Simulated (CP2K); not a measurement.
# AlN (Fm-3m) in CP2K: notebook

Runs on AlN. Level: PBEsol. Tasks: single point, equation of state.

Program: CP2K 2026.2. These are calculated values, not measurements. Logs are shortened: lines on timing, memory, paths and dates and some standing lists are left out, and cuts for length are marked.

**1. The crystal as given**

The structure is cubic, space group Fm-3m (No. 225). Conventional cell: a = 4.069 Å, b = 4.069 Å, c = 4.069 Å, α = 90.00°, β = 90.00°, γ = 90.00°. Al (site symmetry m-3m) is surrounded by 6 N at 2.03 Å. Around N (site symmetry m-3m) lie 6 Al at 2.03 Å.

Measurements of this composition are mostly on another form, of space group No. 186.

**2. Single point, PBEsol, 8.42 Å³/atom**

Contents of aln_eos.inp:

```
&GLOBAL
  PROJECT aln_eos
  RUN_TYPE ENERGY_FORCE
  PRINT_LEVEL LOW
&END GLOBAL
&FORCE_EVAL
  METHOD QS
  STRESS_TENSOR ANALYTICAL
  &DFT
    BASIS_SET_FILE_NAME BASIS_MOLOPT_UZH
    POTENTIAL_FILE_NAME POTENTIAL_UZH
    &MGRID
      CUTOFF 450
      REL_CUTOFF 60
      NGRIDS 4
    &END MGRID
    &QS
      METHOD GPW
      EPS_DEFAULT 1.0E-9
    &END QS
    &KPOINTS
      SCHEME MONKHORST-PACK 11 11 11
      GAMMA_CENTERED T
      SYMMETRY T
      SYMMETRY_BACKEND SPGLIB
    &END KPOINTS
    &SCF
      SCF_GUESS ATOMIC
      EPS_SCF 1.0E-6
      MAX_SCF 100
      ADDED_MOS 10
      CHOLESKY OFF
      EPS_EIGVAL 1.0E-7
      &DIAGONALIZATION ON
        ALGORITHM STANDARD
      &END DIAGONALIZATION
      &MIXING ON
        METHOD BROYDEN_MIXING
        ALPHA 0.4
        BETA 1.5
        NBUFFER 8
      &END MIXING
      &SMEAR ON
        METHOD FERMI_DIRAC
        ELECTRONIC_TEMPERATURE [K] 580.226
      &END SMEAR
    &END SCF
    &XC
      &XC_FUNCTIONAL
        &GGA_X_PBE_SOL
        &END GGA_X_PBE_SOL
        &GGA_C_PBE_SOL
        &END GGA_C_PBE_SOL
      &END XC_FUNCTIONAL
    &END XC
    &PRINT
      &KPOINTS ON
      &END KPOINTS
      &MULLIKEN ON
      &END MULLIKEN
      &MO ON
        ENERGIES T
        OCCUPATION_NUMBERS T
        &EACH
          QS_SCF 0
        &END EACH
        ADD_LAST NUMERIC
      &END MO
    &END PRINT
  &END DFT
  &SUBSYS
    &CELL
      A 2.8772429485 0.0000000000 0.0000000000
      B 1.4386214742 2.4917654863 0.0000000000
      C 1.4386214742 0.8305884954 2.3492590299
      PERIODIC XYZ
    &END CELL
    &COORD
      Al  2.8772429485 1.6611769909 1.1746295149
      N   0.0000000000 0.0000000000 0.0000000000
    &END COORD
    &KIND Al
      BASIS_SET TZVP-MOLOPT-PBE-GTH-q3
      POTENTIAL GTH-PBE-q3
    &END KIND
    &KIND N
      BASIS_SET TZVP-MOLOPT-PBE-GTH-q5
      POTENTIAL GTH-PBE-q5
    &END KIND
    &PRINT
      &ATOMIC_COORDINATES ON
      &END ATOMIC_COORDINATES
      &CELL ON
      &END CELL
    &END PRINT
  &END SUBSYS
  &PRINT
    &FORCES ON
    &END FORCES
    &STRESS_TENSOR ON
    &END STRESS_TENSOR
  &END PRINT
&END FORCE_EVAL
```

Potentials or basis: POTENTIAL_UZH Al GTH-PBE-q3, N GTH-PBE-q5; TZVP-MOLOPT-PBE-GTH basis.

On the command line:

```bash
$ OMP_NUM_THREADS=1 cp2k.psmp -i aln_eos.inp -o aln_eos.out
```

aln_eos.out:

```text

 CP2K| version string:                                       CP2K version 2026.2
 CP2K| Input file name                                               aln_eos.inp

 GLOBAL| Force Environment number                                              1
 GLOBAL| Basis set file name                                    BASIS_MOLOPT_UZH
 GLOBAL| Potential file name                                       POTENTIAL_UZH
 GLOBAL| MM Potential file name                                     MM_POTENTIAL
 GLOBAL| Coordinate file name                                      __STD_INPUT__
 GLOBAL| Method name                                                        CP2K
 GLOBAL| Project name                                                    aln_eos
 GLOBAL| Run type                                                   ENERGY_FORCE
 GLOBAL| FFT library                                                       FFTW3
 GLOBAL| Diagonalization library                                       ScaLAPACK
 GLOBAL| Cholesky decomposition library                                ScaLAPACK
 GLOBAL| DGEMM library                                                      BLAS
 GLOBAL| Direct generalized diagonalization requested                          F
 GLOBAL| Matrix multiplication library                                 ScaLAPACK
 GLOBAL| Global print level                                                  LOW
 GLOBAL| Total number of message passing processes                             1
 GLOBAL| Number of threads for this process                                    1
 GLOBAL| CPU model name                                 Intel(R) Xeon(R) 6975P-C

 CELL| Volume [angstrom^3]:                                            16.842812
 CELL| Vector a [angstrom]:       2.877     0.000     0.000   |a| =     2.877243
 CELL| Vector b [angstrom]:       1.439     2.492     0.000   |b| =     2.877243
 CELL| Vector c [angstrom]:       1.439     0.831     2.349   |c| =     2.877243
 CELL| Angle (b,c), alpha [degree]:                                    60.000000
 CELL| Angle (a,c), beta  [degree]:                                    60.000000
 CELL| Angle (a,b), gamma [degree]:                                    60.000000
 CELL| Numerically orthorhombic:                                              NO
 CELL| Periodicity                                                           XYZ

 CELL_REF| Volume [angstrom^3]:                                        16.842812
 CELL_REF| Vector a [angstrom     2.877     0.000     0.000   |a| =     2.877243
 CELL_REF| Vector b [angstrom     1.439     2.492     0.000   |b| =     2.877243
 CELL_REF| Vector c [angstrom     1.439     0.831     2.349   |c| =     2.877243
 CELL_REF| Angle (b,c), alpha [degree]:                                60.000000
 CELL_REF| Angle (a,c), beta  [degree]:                                60.000000
 CELL_REF| Angle (a,b), gamma [degree]:                                60.000000
 CELL_REF| Numerically orthorhombic:                                          NO
 CELL_REF| Periodicity                                                       XYZ
[... 10 lines left out ...]

  Total number of            - Atomic kinds:                                   2
                             - Atoms:                                          2
                             - Shell sets:                                     2
                             - Shells:                                        14
                             - Primitive Cartesian functions:                  9
                             - Cartesian basis functions:                     36
                             - Spherical basis functions:                     34

  Maximum angular momentum of- Orbital basis functions:                        2
                             - Local part of the GTH pseudopotential:          2
                             - Non-local part of the GTH pseudopotential:      2

 MODULE QUICKSTEP: ATOMIC COORDINATES IN ANGSTROM

[... 32 lines left out ...]
  Hartree energy:                                              13.18480210199582
  Exchange-correlation energy:                                 -3.46224100299397
  Electronic entropic energy:                                  -0.00000000000000
  Fermi energy:                                                 0.43604522222974

  Total energy:                                               -12.08804183623688
  Total energy (extrapolated to T->0):                        -12.08804183623688

 MO| EIGENVALUES AND OCCUPATION NUMBERS FOR K POINT 1
 MO|
 MO|  Index      Eigenvalue [a.u.]        Eigenvalue [eV]             Occupation
 MO|      1              -0.179001              -4.870865               2.000000
 MO|      2               0.051121               1.391086               2.000000
 MO|      3               0.309885               8.432405               2.000000
 MO|      4               0.309885               8.432407               2.000000
 MO|      5               0.567781              15.450101               0.000000
 MO|      6               0.745704              20.291639               0.000000
 MO|      7               0.745744              20.292721               0.000000
 MO|      8               0.820814              22.335484               0.000000
 MO|      9               0.936920              25.494878               0.000000
 MO|     10               1.105809              30.090596               0.000000
 MO|     11               1.105818              30.090833               0.000000
 MO|     12               1.422785              38.715936               0.000000
 MO|     13               1.450709              39.475800               0.000000
[... 263 lines left out ...]
 MO|      4               0.277416               7.548867               2.000000
 MO|      5               0.619910              16.868621               0.000000
 MO|      6               0.677919              18.447104               0.000000
 MO|      7               0.734948              19.998950               0.000000
 MO|      8               0.855809              23.287751               0.000000
 MO|      9               0.960637              26.140254               0.000000
 MO|     10               1.133423              30.841996               0.000000
 MO|     11               1.202915              32.732995               0.000000
 MO|     12               1.302504              35.442946               0.000000
 MO|     13               1.381095              37.581498               0.000000
 MO|     14               1.533857              41.738376               0.000000
 MO| Sum:                                                               8.000000
 MO| E(Fermi):            0.436045 a.u.         11.865394 eV
 MO| Band gap:            0.342495 a.u.          9.319754 eV

 [... the levels of further k-points ...]

 !-----------------------------------------------------------------------------!
                     Mulliken Population Analysis

 #  Atom  Element  Kind  Atomic population                           Net charge
       1     Al       1          0.880266                              2.119734
       2     N        2          7.119734                             -2.119734
 # Total charge                              8.000000                  0.000000

 !-----------------------------------------------------------------------------!

 ENERGY| Total FORCE_EVAL ( QS ) energy [hartree]            -12.088041905019832

 FORCES| Atomic forces [hartree/bohr]
 FORCES|   Atom     x               y               z               |f|
 FORCES|      1 -2.01110095E-11 -2.25783994E-11  1.97183237E-11   3.60977716E-11
 FORCES|      2 -1.07488695E-09 -1.35815593E-09  1.01029603E-09   2.00516023E-09
 FORCES| Sum    -1.09499796E-09 -1.38073433E-09  1.03001436E-09
 FORCES| Total atomic force                                       2.04117060E-09

 STRESS| Analytical stress tensor [bar]
 STRESS|                        x                   y                   z
 STRESS|      x       -8.73665988818E+03   3.03695436810E+00  -5.02100669663E-02
 STRESS|      y        3.03695436810E+00  -8.72141701846E+03   6.75242215863E+00
 STRESS|      z       -5.02100669663E-02   6.75242215863E+00  -8.73204431743E+03
 STRESS| 1/3 Trace                                            -8.73004040803E+03
 STRESS| Determinant                                          -6.65346843473E+11

 STRESS| Eigenvectors and eigenvalues of the analytical stress tensor [bar]
 STRESS|                        1                   2                   3
 STRESS| Eigenvalues  -8.73779477190E+03  -8.73457875980E+03  -8.71774769238E+03
 STRESS|      x           0.868087838933     -0.475479964328      0.142626461149
 STRESS|      y          -0.318096193850     -0.312233677261      0.895167549815
 STRESS|      z           0.381101450214      0.822452998236      0.422294625040
```

It took 59 s on 1 thread of Intel Xeon 6975P-C (Granite Rapids), shared host; peak memory 0.29 GiB.

Results:

```
Free energy            : -328.9323 eV
Pressure               : -0.9 GPa
Band gap on the k mesh : 4.46 eV, indirect (least direct gap 5.34 eV)
Mulliken charges       : Al +2.12; N -2.12 e
```

Caveat: Mulliken charges move with the basis; the potentials were made for another functional, which shifts forces and pressure; an odd mesh through Γ misses points on the zone boundary, where band edges often lie; the basis of atomic orbitals isn't converged, which shifts pressures, moduli and gaps.

**3. Single point, PBEsol, 8.25 Å³/atom (volume scaled by 0.98)**

aln_eos.inp, as its differences from that of step 2:

```diff
@@ -11,2 +11,3 @@
     POTENTIAL_FILE_NAME POTENTIAL_UZH
+    WFN_RESTART_FILE_NAME previous-RESTART.kp
     &MGRID
@@ -27,3 +28,3 @@
     &SCF
-      SCF_GUESS ATOMIC
+      SCF_GUESS RESTART
       EPS_SCF 1.0E-6
@@ -72,5 +73,5 @@
     &CELL
-      A 2.8772429485 0.0000000000 0.0000000000
-      B 1.4386214742 2.4917654863 0.0000000000
-      C 1.4386214742 0.8305884954 2.3492590299
+      A 2.8579320113 0.0000000000 0.0000000000
+      B 1.4289660056 2.4750417241 0.0000000000
+      C 1.4289660056 0.8250139080 2.3334917157
       PERIODIC XYZ
@@ -78,3 +79,3 @@
     &COORD
-      Al  2.8772429485 1.6611769909 1.1746295149
+      Al  2.8579320112 1.6500278160 1.1667458579
       N   0.0000000000 0.0000000000 0.0000000000
```

Potentials or basis: POTENTIAL_UZH Al GTH-PBE-q3, N GTH-PBE-q5; TZVP-MOLOPT-PBE-GTH basis.

On the command line:

```bash
$ OMP_NUM_THREADS=1 cp2k.psmp -i aln_eos.inp -o aln_eos.out
```

Wall time 56 s (1 thread of Intel Xeon 6975P-C (Granite Rapids), shared host); peak memory 0.3 GiB.

Results (log left out):

```yaml
Free_energy: -328.9288 eV
Pressure: 4.3 GPa
Band_gap_on_the_k_mesh: 4.64 eV, indirect (least direct gap 5.62 eV)
Mulliken_charges: Al +2.15; N -2.15 e
```

Caveat: Mulliken charges move with the basis; the potentials were made for another functional, which shifts forces and pressure; an odd mesh through Γ misses points on the zone boundary, where band edges often lie; the basis of atomic orbitals isn't converged, which shifts pressures, moduli and gaps.

**4. Single point, PBEsol, 8.59 Å³/atom (volume scaled by 1.02)**

aln_eos.inp, as its differences from that of step 3:

```diff
@@ -73,5 +73,5 @@
     &CELL
-      A 2.8579320113 0.0000000000 0.0000000000
-      B 1.4289660056 2.4750417241 0.0000000000
-      C 1.4289660056 0.8250139080 2.3334917157
+      A 2.8962980929 0.0000000000 0.0000000000
+      B 1.4481490464 2.5082677254 0.0000000000
+      C 1.4481490464 0.8360892418 2.3648174901
       PERIODIC XYZ
@@ -79,3 +79,3 @@
     &COORD
-      Al  2.8579320112 1.6500278160 1.1667458579
+      Al  2.8962980928 1.6721784836 1.1824087451
       N   0.0000000000 0.0000000000 0.0000000000
```

On the command line:

```bash
$ OMP_NUM_THREADS=1 cp2k.psmp -i aln_eos.inp -o aln_eos.out
```

Wall time 91 s (1 thread of Intel Xeon 6975P-C (Granite Rapids), shared host); peak memory 0.29 GiB.

The run converged. Its results:

| Quantity | Value |
| --- | --- |
| Free energy | -328.9255 eV |
| Pressure | -5.6 GPa |
| Band gap on the k mesh | 4.28 eV, indirect (least direct gap 5.06 eV) |
| Mulliken charges | Al +2.08; N -2.08 e |

Caveat: Mulliken charges move with the basis; the potentials were made for another functional, which shifts forces and pressure; an odd mesh through Γ misses points on the zone boundary, where band edges often lie; the basis of atomic orbitals isn't converged, which shifts pressures, moduli and gaps.

**5. Single point, PBEsol, 8.08 Å³/atom (volume scaled by 0.96)**

aln_eos.inp, as its differences from that of step 4:

```diff
@@ -73,5 +73,5 @@
     &CELL
-      A 2.8962980929 0.0000000000 0.0000000000
-      B 1.4481490464 2.5082677254 0.0000000000
-      C 1.4481490464 0.8360892418 2.3648174901
+      A 2.8383565201 0.0000000000 0.0000000000
+      B 1.4191782600 2.4580888515 0.0000000000
+      C 1.4191782600 0.8193629505 2.3175083941
       PERIODIC XYZ
@@ -79,3 +79,3 @@
     &COORD
-      Al  2.8962980928 1.6721784836 1.1824087451
+      Al  2.8383565201 1.6387259010 1.1587541970
       N   0.0000000000 0.0000000000 0.0000000000
```

On the command line:

```bash
$ OMP_NUM_THREADS=1 cp2k.psmp -i aln_eos.inp -o aln_eos.out
```

It took 50 s on 1 thread of Intel Xeon 6975P-C (Granite Rapids), shared host; peak memory 0.3 GiB.

Results (log left out):

* Free energy: -328.9137 eV
* Pressure: 10.0 GPa
* Band gap on the k mesh: 4.83 eV, indirect (least direct gap 5.92 eV)
* Mulliken charges: Al +2.19; N -2.19 e

Caveat: Mulliken charges move with the basis; the potentials were made for another functional, which shifts forces and pressure; an odd mesh through Γ misses points on the zone boundary, where band edges often lie; the basis of atomic orbitals isn't converged, which shifts pressures, moduli and gaps.

**6. Single point, PBEsol, 8.76 Å³/atom (volume scaled by 1.04)**

aln_eos.inp, as its differences from that of step 5:

```diff
@@ -73,5 +73,5 @@
     &CELL
-      A 2.8383565201 0.0000000000 0.0000000000
-      B 1.4191782600 2.4580888515 0.0000000000
-      C 1.4191782600 0.8193629505 2.3175083941
+      A 2.9151057503 0.0000000000 0.0000000000
+      B 1.4575528751 2.5245556346 0.0000000000
+      C 1.4575528751 0.8415185448 2.3801738782
       PERIODIC XYZ
@@ -79,3 +79,3 @@
     &COORD
-      Al  2.8383565201 1.6387259010 1.1587541970
+      Al  2.9151057502 1.6830370897 1.1900869391
       N   0.0000000000 0.0000000000 0.0000000000
```

Potentials or basis: POTENTIAL_UZH Al GTH-PBE-q3, N GTH-PBE-q5; TZVP-MOLOPT-PBE-GTH basis.

On the command line:

```bash
$ OMP_NUM_THREADS=1 cp2k.psmp -i aln_eos.inp -o aln_eos.out
```

Wall time 51 s (1 thread of Intel Xeon 6975P-C (Granite Rapids), shared host); peak memory 0.29 GiB.

Results (log left out):

| Item | Value |
| --- | --- |
| Free energy | -328.9093 eV |
| Pressure | -9.8 GPa |
| Band gap on the k mesh | 4.11 eV, indirect (least direct gap 4.80 eV) |
| Mulliken charges | Al +2.05; N -2.05 e |

Caveat: Mulliken charges move with the basis; the potentials were made for another functional, which shifts forces and pressure; an odd mesh through Γ misses points on the zone boundary, where band edges often lie; the basis of atomic orbitals isn't converged, which shifts pressures, moduli and gaps.

**7. Single point, PBEsol, 7.92 Å³/atom (volume scaled by 0.94)**

aln_eos.inp, as its differences from that of step 6:

```diff
@@ -73,5 +73,5 @@
     &CELL
-      A 2.9151057503 0.0000000000 0.0000000000
-      B 1.4575528751 2.5245556346 0.0000000000
-      C 1.4575528751 0.8415185448 2.3801738782
+      A 2.8185072238 0.0000000000 0.0000000000
+      B 1.4092536118 2.4408988566 0.0000000000
+      C 1.4092536118 0.8136329522 2.3013015115
       PERIODIC XYZ
@@ -79,3 +79,3 @@
     &COORD
-      Al  2.9151057502 1.6830370897 1.1900869391
+      Al  2.8185072237 1.6272659044 1.1506507558
       N   0.0000000000 0.0000000000 0.0000000000
```

On the command line:

```bash
$ OMP_NUM_THREADS=1 cp2k.psmp -i aln_eos.inp -o aln_eos.out
```

Run time: 82 s. Hardware: 1 thread of Intel Xeon 6975P-C (Granite Rapids), shared host; peak memory 0.29 GiB.

It converged, with:

```yaml
Free_energy: -328.8865 eV
Pressure: 16.4 GPa
Band_gap_on_the_k_mesh: 5.03 eV, indirect (least direct gap 6.22 eV)
Mulliken_charges: Al +2.22; N -2.22 e
```

Caveat: Mulliken charges move with the basis; the potentials were made for another functional, which shifts forces and pressure; an odd mesh through Γ misses points on the zone boundary, where band edges often lie; the basis of atomic orbitals isn't converged, which shifts pressures, moduli and gaps.

**8. Single point, PBEsol, 8.93 Å³/atom (volume scaled by 1.06)**

aln_eos.inp, as its differences from that of step 7:

```diff
@@ -73,5 +73,5 @@
     &CELL
-      A 2.8185072238 0.0000000000 0.0000000000
-      B 1.4092536118 2.4408988566 0.0000000000
-      C 1.4092536118 0.8136329522 2.3013015115
+      A 2.9336738035 0.0000000000 0.0000000000
+      B 1.4668369017 2.5406360403 0.0000000000
+      C 1.4668369017 0.8468786801 2.3953346301
       PERIODIC XYZ
@@ -79,3 +79,3 @@
     &COORD
-      Al  2.8185072237 1.6272659044 1.1506507558
+      Al  2.9336738035 1.6937573602 1.1976673150
       N   0.0000000000 0.0000000000 0.0000000000
```

On the command line:

```bash
$ OMP_NUM_THREADS=1 cp2k.psmp -i aln_eos.inp -o aln_eos.out
```

It took 42 s on 1 thread of Intel Xeon 6975P-C (Granite Rapids), shared host; peak memory 0.29 GiB.

The run converged. Its results:

```yaml
Free_energy: -328.8845 eV
Pressure: -13.7 GPa
Band_gap_on_the_k_mesh: 3.95 eV, indirect (least direct gap 4.55 eV)
Mulliken_charges: Al +2.02; N -2.02 e
```

Caveat: Mulliken charges move with the basis; the potentials were made for another functional, which shifts forces and pressure; an odd mesh through Γ misses points on the zone boundary, where band edges often lie; the basis of atomic orbitals isn't converged, which shifts pressures, moduli and gaps.

**9. Equation of state, PBEsol**

Potentials or basis: POTENTIAL_UZH Al GTH-PBE-q3, N GTH-PBE-q5; TZVP-MOLOPT-PBE-GTH basis.

This step only gathers the single runs of the series.

Results:

| Item | Value |
| --- | --- |
| Equilibrium volume | 8.39 Å³/atom |
| Bulk modulus | 249 GPa |
| Pressure derivative of the bulk modulus | 3.5 (rough: it moves with the points fitted) |

Energy against volume, from the lowest point:
```csv
volume (Å³/atom),energy (meV/atom)
7.916,22.92
8.085,9.32
8.253,1.79
8.421,0.00
8.590,3.43
8.758,11.53
8.927,23.91
```

Caveat: the potentials were made for another functional, which shifts forces and pressure; the basis of atomic orbitals isn't converged, which shifts pressures, moduli and gaps.
